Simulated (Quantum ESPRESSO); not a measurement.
Here is a Quantum ESPRESSO 7.5 calculation.

pw.in

```
&CONTROL
  calculation = 'vc-relax'
  prefix = 'pwscf'
  outdir = './tmp'
  pseudo_dir = './pseudo'
  tprnfor = .true.
  tstress = .true.
  disk_io = 'low'
  nstep = 40
  forc_conv_thr = 0.0004
  etot_conv_thr = 1d-05
/
&SYSTEM
  ibrav = 0
  nat = 1
  ntyp = 1
  ecutwfc = 56
  ecutrho = 448
  nbnd = 16
  input_dft = 'sla+pw+psx+psc+vv10'
  occupations = 'smearing'
  smearing = 'fd'
  degauss = 0.00367493
/
&ELECTRONS
  conv_thr = 2d-10
  electron_maxstep = 120
  mixing_beta = 0.5
/
&IONS
  ion_dynamics = 'bfgs'
/
&CELL
  cell_dynamics = 'bfgs'
  press = 0
  press_conv_thr = 0.3
/
ATOMIC_SPECIES
Zn    65.3800 zn_pbesol_v1.uspp.F.UPF
CELL_PARAMETERS angstrom
   0.0000000000    1.9647760000    1.9647760000
   1.9647760000    0.0000000000    1.9647760000
   1.9647760000    1.9647760000    0.0000000000
ATOMIC_POSITIONS crystal
Zn     0.0000000000    0.0000000000    0.0000000000
K_POINTS automatic
12 12 12 0 0 0
```

Potentials or basis: GBRV 1.5 PBEsol.

Launch:

```console
$ OMP_NUM_THREADS=1 mpirun -n 2 pw.x -nk 2 -in pw.in > pw.out
```

Estimate the space group after relaxing (to 0.05 Å).

Fm-3m (No. 225).

Estimate the relaxed volume.

13.61 Å³/atom.

Predict the relaxed cell.

a = 2.680 Å, b = 2.680 Å, c = 2.680 Å, α = 60.00°, β = 60.00°, γ = 60.00°.

Estimate the band gap on the k mesh.

none (metal or under the smearing width).

Final structure:
```
Zn
1.0
     0.00000    1.89499    1.89499
     1.89499    0.00000    1.89499
     1.89499    1.89499    0.00000
Zn
1
Direct
  0.00000 0.00000 0.00000
```

Caveat: rVV10's parameter b was fitted to another functional.
